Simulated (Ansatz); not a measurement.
**Li: a sweep of the sphere radii**

Aim: hold Li and all else fixed and vary the sphere radii, to see how far energy and properties move.

Computed with Ansatz 0.2.0 (DFT, PBE, all-electron LAPW, scalar-relativistic, unless a step's input says otherwise).

1 further run of the same task is left out (it didn't finish). Runs told in other sessions of the task aren't counted.

### 1 The structure to begin with

The structure is cubic, space group Im-3m (No. 229). Conventional cell: a = 3.500 Å, b = 3.500 Å, c = 3.500 Å, α = 90.00°, β = 90.00°, γ = 90.00°. Around Li (site symmetry m-3m) lie 8 Li at 3.03 Å.

Coordinates:

```cif
data_structure
_symmetry_space_group_name_H-M 'P 1'
_symmetry_Int_Tables_number 1
_cell_length_a 3.0311
_cell_length_b 3.0311
_cell_length_c 3.0311
_cell_angle_alpha 109.471
_cell_angle_beta 109.471
_cell_angle_gamma 109.471
_cell_volume 21.44
loop_
_atom_site_label
_atom_site_type_symbol
_atom_site_fract_x
_atom_site_fract_y
_atom_site_fract_z
_atom_site_occupancy
Li1 Li 0.00000 0.00000 0.00000 1
```

The geometry is a database entry used as it stands. It may stem from high pressure or temperature, or be incomplete, so it serves as a test cell.

### 2 With all sphere radii typed as 0.909 Å

input.yaml

```yaml
crystal:
  lattice:
    - [-1.75, 1.75, 1.75]
    - [1.75, -1.75, 1.75]
    - [1.75, 1.75, -1.75]
  atoms:
    - { symbol: Li, position: [0.0, 0.0, 0.0] }
kpoints:
  mp_grid: { grid: [13, 13, 13] }
scf:
  occupations: { method: fermi_dirac, width: 0.05 }
hamiltonian:
  xc: pbe
  pseudopotentials:
    kind: all_electron
    lapw: { basis_error: 0.00025, muffin_tin_radii: { Li: 0.909 } }
output:
  forces: true
  stress: true
  eigenvalues: true
```

On the command line:

```bash
$ ansatz run input.yaml --threads 1 --pin off --max-ram 2048MiB --backend cpu --events-out ev --progress --plain --runs-dir out
```

What it wrote (excerpt; [...] marks lines left out):

```text
LAPW: plane waves up to 9.317 Å⁻¹, error target 2.5e-4 eV per atom; small_component_spin mean_spin; Li in spheres of 0.909 Å, 3 of its electrons in bands, Dirac shells []
[...]
Pseudopotentials: kind: all_electron
Pseudopotential: Li, LAPW, valence charge 3, Koelling and Harmon's equation, gaussian nucleus
Functional definition: PBE
[...]
Crystal: 1 atoms, lattice volume = 21.438 Å³
Basis set: ecut = 330.72928199418646 eV, 321 PW (Γ), exchange–correlation at level 2
Bands: 6, of which v1, the nominal top of the filled ones, is band 2 counted from 1 (1 counted from 0)
Symmetry: 48 space group operations
Space group: Im-3m (ITA 229), of the structure as read, at distance tolerance 2.8e-5 Å
k-points: 84 of 2197
[...]
SCF iter   1: F=—  HF=-204.686208 eV  |F-HF|=—  |Δ(HF+E_count)|=         —  Δρ=2.76e-3  dr2=2.21e-3  ethr=7.36e-5  ⟨swp⟩=3.1  Hψ=3589  notcnv=0
[...]
SCF iter   4: F=-204.685527 eV  HF=-204.685527 eV  |F-HF|=3.03e-9  |Δ(HF+E_count)|=   8.14e-6  Δρ=2.28e-6  dr2=9.13e-10  ethr=2.88e-8  ⟨swp⟩=2.2  Hψ=1077  notcnv=0
[...]
SCF converged after 4 iterations
Free energy (F): -204.685527 eV
[...]
E sigma→0 (E₀):  -204.683640 eV
Entropy (-TS):   -0.003773 eV (-3.773 meV/atom)
Fermi energy:    0.789802 eV
[...]
--- Forces (eV/Å), atoms counted from 1 ---
  atom   1  Li    -0.00000000     0.00000000     0.00000000
[...]
--- Stress (GPa, compression-positive) ---
       -0.729995       0.000000       0.000000
        0.000000      -0.729995       0.000000
        0.000000       0.000000      -0.729995
  P = ⅓ Tr σ = -0.7300 GPa (-7.300 kbar)
--- Band table (eV; the first three rows and the last of 84) ---
  k-point 0: bands = ["-45.8699", "-2.7579", "14.7700", "14.7700", "14.7700", "19.4327"]
[...]
```

Run time: 2.5 s. Hardware: 1 thread of Arm Neoverse V1, shared host; peak memory 0.22 GiB.

Result: pressure -0.73 GPa; no gap.

### 3 With all sphere radii typed as 1.091 Å

Edit input.yaml of step 2 so:

```diff
@@ -15,3 +15,3 @@
     kind: all_electron
-    lapw: { basis_error: 0.00025, muffin_tin_radii: { Li: 0.909 } }
+    lapw: { basis_error: 0.00025, muffin_tin_radii: { Li: 1.091 } }
 output:
```

On the command line:

```bash
$ ansatz run input.yaml --threads 1 --pin off --max-ram 2048MiB --backend cpu --events-out ev --progress --plain --runs-dir out
```

What it wrote (excerpt; [...] marks lines left out):

```text
LAPW: plane waves up to 7.456 Å⁻¹, error target 2.5e-4 eV per atom; small_component_spin mean_spin; Li in spheres of 1.091 Å, 3 of its electrons in bands, Dirac shells []
[...]
[... 3 set-up lines as earlier in the session ...]
[...]
Crystal: 1 atoms, lattice volume = 21.438 Å³
Basis set: ecut = 211.791632281826 eV, 141 PW (Γ), exchange–correlation at level 2
Bands: 6, of which v1, the nominal top of the filled ones, is band 2 counted from 1 (1 counted from 0)
[... 2 set-up lines as earlier in the session ...]
k-points: 84 of 2197
[...]
SCF iter   1: F=—  HF=-204.686270 eV  |F-HF|=—  |Δ(HF+E_count)|=         —  Δρ=2.62e-3  dr2=1.87e-3  ethr=6.25e-5  ⟨swp⟩=3.3  Hψ=3858  notcnv=0
[...]
SCF iter   4: F=-204.685528 eV  HF=-204.685528 eV  |F-HF|=1.83e-9  |Δ(HF+E_count)|=   1.81e-7  Δρ=1.77e-6  dr2=6.07e-10  ethr=2.33e-8  ⟨swp⟩=2.0  Hψ=1063  notcnv=0
[...]
SCF converged after 4 iterations
Free energy (F): -204.685528 eV
[...]
E sigma→0 (E₀):  -204.683641 eV
Entropy (-TS):   -0.003773 eV (-3.773 meV/atom)
Fermi energy:    0.789858 eV
[...]
--- Forces (eV/Å), atoms counted from 1 ---
  atom   1  Li    -0.00000000     0.00000000     0.00000000
[...]
--- Stress (GPa, compression-positive) ---
       -0.730141       0.000000       0.000000
        0.000000      -0.730141      -0.000000
        0.000000      -0.000000      -0.730141
  P = ⅓ Tr σ = -0.7301 GPa (-7.301 kbar)
--- Band table (eV; the first three rows and the last of 84) ---
  k-point 0: bands = ["-45.8699", "-2.7578", "14.7700", "14.7700", "14.7700", "19.4363"]
[...]
```

It took 1.6 s on 1 thread of Arm Neoverse V1, shared host; peak memory 0.2 GiB.

Result: pressure -0.73 GPa; no gap.

### 4 With all sphere radii typed as 1.273 Å

Edit input.yaml of step 3 so:

```diff
@@ -15,3 +15,3 @@
     kind: all_electron
-    lapw: { basis_error: 0.00025, muffin_tin_radii: { Li: 1.091 } }
+    lapw: { basis_error: 0.00025, muffin_tin_radii: { Li: 1.273 } }
 output:
```

On the command line:

```bash
$ ansatz run input.yaml --threads 1 --pin off --max-ram 2048MiB --backend cpu --events-out ev --progress --plain --runs-dir out
```

What it wrote (excerpt; [...] marks lines left out):

```text
LAPW: plane waves up to 6.141 Å⁻¹, error target 2.5e-4 eV per atom; small_component_spin mean_spin; Li in spheres of 1.273 Å, 3 of its electrons in bands, Dirac shells []
[...]
[... 3 set-up lines as earlier in the session ...]
[...]
Crystal: 1 atoms, lattice volume = 21.438 Å³
Basis set: ecut = 143.68955743696688 eV, 79 PW (Γ), exchange–correlation at level 2
Bands: 6, of which v1, the nominal top of the filled ones, is band 2 counted from 1 (1 counted from 0)
[... 2 set-up lines as earlier in the session ...]
k-points: 84 of 2197
[...]
SCF iter   1: F=—  HF=-204.686276 eV  |F-HF|=—  |Δ(HF+E_count)|=         —  Δρ=2.33e-3  dr2=1.33e-3  ethr=4.44e-5  ⟨swp⟩=3.5  Hψ=4042  notcnv=0
[...]
SCF iter   4: F=-204.685538 eV  HF=-204.685538 eV  |F-HF|=1.29e-9  |Δ(HF+E_count)|=   9.42e-8  Δρ=1.53e-6  dr2=4.98e-10  ethr=1.82e-8  ⟨swp⟩=2.0  Hψ=1214  notcnv=0
[...]
SCF converged after 4 iterations
Free energy (F): -204.685538 eV
[...]
E sigma→0 (E₀):  -204.683651 eV
Entropy (-TS):   -0.003773 eV (-3.773 meV/atom)
Fermi energy:    0.789854 eV
[...]
--- Forces (eV/Å), atoms counted from 1 ---
  atom   1  Li    -0.00000000     0.00000000    -0.00000000
[...]
--- Stress (GPa, compression-positive) ---
       -0.730053       0.000000      -0.000000
        0.000000      -0.730053      -0.000000
       -0.000000      -0.000000      -0.730053
  P = ⅓ Tr σ = -0.7301 GPa (-7.301 kbar)
--- Band table (eV; the first three rows and the last of 84) ---
  k-point 0: bands = ["-45.8700", "-2.7579", "14.7698", "14.7698", "14.7698", "19.4323"]
[...]
```

Wall time 1.3 s (1 thread of Arm Neoverse V1, shared host); peak memory 0.18 GiB.

Result: pressure -0.73 GPa; no gap.

### 5 All runs together

| sphere radius (Å) | energy from the first row (meV/atom) | pressure (GPa) | SCF cycles, by the record's count | time |
| --- | --- | --- | --- | --- |
| all sphere radii typed as 0.909 Å | 0.00 | -0.73 | 4 | 2.5 s |
| all sphere radii typed as 1.091 Å | 0.00 | -0.73 | 4 | 1.6 s |
| all sphere radii typed as 1.273 Å | -0.01 | -0.73 | 4 | 1.3 s |

Energies are those extrapolated to zero smearing.

### 6 Outcome

| quantity | value |
| --- | --- |
| largest change of energy from «all sphere radii typed as 0.909 Å» (zero smearing) | 0.0 meV/atom (all sphere radii typed as 1.273 Å) |
| pressure, in all runs (LAPW) | -0.73 GPa |

In words: Across the runs the energy spans 0.0 meV/atom. A complete basis would give the same answer for any radius, so the spread shows part of the basis error. The pressure spans under 0.01 GPa (LAPW).
